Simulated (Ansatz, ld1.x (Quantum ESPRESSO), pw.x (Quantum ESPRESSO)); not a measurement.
# Equation-of-state test of one TM potential (phosphorus (P))

```
Element                 : P
Generator               : ld1.x (Quantum ESPRESSO) 7.5
Type                    : norm-conserving Troullier–Martins (Kleinman–Bylander form)
Functional              : PBE
Relativity              : scalar-relativistic
Frozen core             : [Ne]
Valence charge          : 5
Reference configuration : 3s2 3p3
Partial waves           : 3s (bound): rc 1.70 bohr; 3p (bound): rc 1.80 bohr; 3d channel at 0.05 Ry: rc 2.20 bohr
Local potential         : all-electron potential smoothed inside 1.15 bohr (lloc = -1)
Core correction         : a·sin(br)/r model core inside 1.20 bohr
```

Atomic tests: cutoffs needed: 18 Ry and 45 Ry (the cutoffs (Ry, on a coarse ladder) from which the occupation-weighted sum of valence levels, in a spherical-Bessel basis at the reference potential, stays within 10 and 1 mRy of its value at 400 Ry); ghost test: no extra level below or beside the all-electron valence levels (s, p, d, f tested) (spherical-Bessel basis up to 400 Ry, 20 bohr box); largest excitation error: +123 meV (all-electron minus pseudo) for 3s2 3p0, out of 7 test configurations.

Crystal test: bcc P in pw.x 7.5, no spin, 15³ k-points, Fermi–Dirac smearing 0.01 Ry, cutoffs 55/220 Ry. The reference is all-electron LAPW (Ansatz 0.2.0) with the same functional, mesh and smearing; V0 and B0 come from Birch–Murnaghan fits to the pressures at five volumes. Errors are pseudo minus all-electron; Δ is the rms difference of the E(V) curves that follow from these fits, minima aligned, over ±6 % about the mean V0. Mesh and smearing are coarse, so the numbers serve the comparison and aren't converged zero-temperature values; the lattice is a test structure that the element need not adopt.

```csv
V (Å³/atom),P all-electron (GPa),P pseudo (GPa)
13.593,4.70,3.86
13.950,1.90,1.11
14.308,-0.58,-1.33
14.666,-2.78,-3.48
15.023,-4.74,-5.40
```

All-electron: a0 = 3.052 Å (V0 = 14.22 Å³/atom), B0 = 95.6 GPa.

Pseudopotential: mean pressure error (GPa): -0.75; a0 (Å): 3.044; a0 error (%): -0.27; B0 error (%): +1.1; Δ (meV/atom): 2.4.

Problem. At the middle volume, how do free energy and pressure move when the wave cutoff is lowered (ecutrho kept at four times it)?

Solution.

```json
{"cutoff (Ry)": "25", "shift of F (meV/atom)": "+83.9", "shift of P (GPa)": "-0.52"}
{"cutoff (Ry)": "33", "shift of F (meV/atom)": "+52.2", "shift of P (GPa)": "-1.31"}
{"cutoff (Ry)": "44", "shift of F (meV/atom)": "+7.5", "shift of P (GPa)": "-0.62"}
```

Input at the middle volume:

```
&control
  calculation='scf', prefix='x', pseudo_dir='./', outdir='./tmp', tstress=.true., disk_io='none'
/
&system
  ibrav=0, nat=1, ntyp=1, ecutwfc=55, ecutrho=220, nbnd=9,
  occupations='smearing', smearing='fd', degauss=0.01
/
&electrons
  conv_thr=1e-09, mixing_beta=0.4, electron_maxstep=70
/
ATOMIC_SPECIES
P 1.0 P.UPF
CELL_PARAMETERS angstrom
  -1.52934798 1.52934798 1.52934798
  1.52934798 -1.52934798 1.52934798
  1.52934798 1.52934798 -1.52934798
ATOMIC_POSITIONS crystal
P 0.0000 0.0000 0.0000
K_POINTS automatic
15 15 15 0 0 0
```

```bash
pw.x < P.scf.in > P.scf.out
```

Lines of the output:

```
Message from routine setup:
     using ibrav=0 with symmetry is DISCOURAGED, use correct ibrav instead
     lattice parameter (alat)  =       5.0057  a.u.
     unit-cell volume          =      96.5552 (a.u.)^3
     number of electrons       =         5.00
     number of Kohn-Sham states=            9
     kinetic-energy cutoff     =      55.0000  Ry
     charge density cutoff     =     220.0000  Ry
     scf convergence threshold =      1.0E-09
     Exchange-correlation= PBE
     number of k points=   120  Fermi-Dirac smearing, width (Ry)=  0.0100
     iteration #  1     ecut=    55.00 Ry     beta= 0.40
     total energy              =     -13.83920448 Ry
     estimated scf accuracy    <       0.00214822 Ry
     iteration #  2     ecut=    55.00 Ry     beta= 0.40
     total energy              =     -13.83914872 Ry
     estimated scf accuracy    <       0.00062580 Ry
     iteration #  3     ecut=    55.00 Ry     beta= 0.40
     total energy              =     -13.83919902 Ry
     estimated scf accuracy    <       0.00001170 Ry
     iteration #  4     ecut=    55.00 Ry     beta= 0.40
     total energy              =     -13.83920309 Ry
     estimated scf accuracy    <       0.00000009 Ry
     iteration #  5     ecut=    55.00 Ry     beta= 0.40
     total energy              =     -13.83920317 Ry
     estimated scf accuracy    <       0.00000004 Ry
     iteration #  6     ecut=    55.00 Ry     beta= 0.40
     the Fermi energy is    11.2315 ev
!    total energy              =     -13.83920317 Ry
     estimated scf accuracy    <          6.9E-11 Ry
     smearing contrib. (-TS)   =      -0.00215311 Ry
     The total energy is F=E-TS. E is the sum of the following terms:
     one-electron contribution =       5.89681081 Ry
     hartree contribution      =       0.21063588 Ry
     xc contribution           =      -4.20413359 Ry
     ewald contribution        =     -15.74036316 Ry
     convergence has been achieved in   6 iterations
          total   stress  (Ry/bohr**3)                   (kbar)     P=      -13.27
     Message from routine punch:
     Nothing written, as per user request (disk_io='none')
```

The run at the middle volume (120 k-points, 6 iterations) took about 5.7 s on one core of a shared host (Neoverse-V2, 96 threads, 742 GiB, load 60).
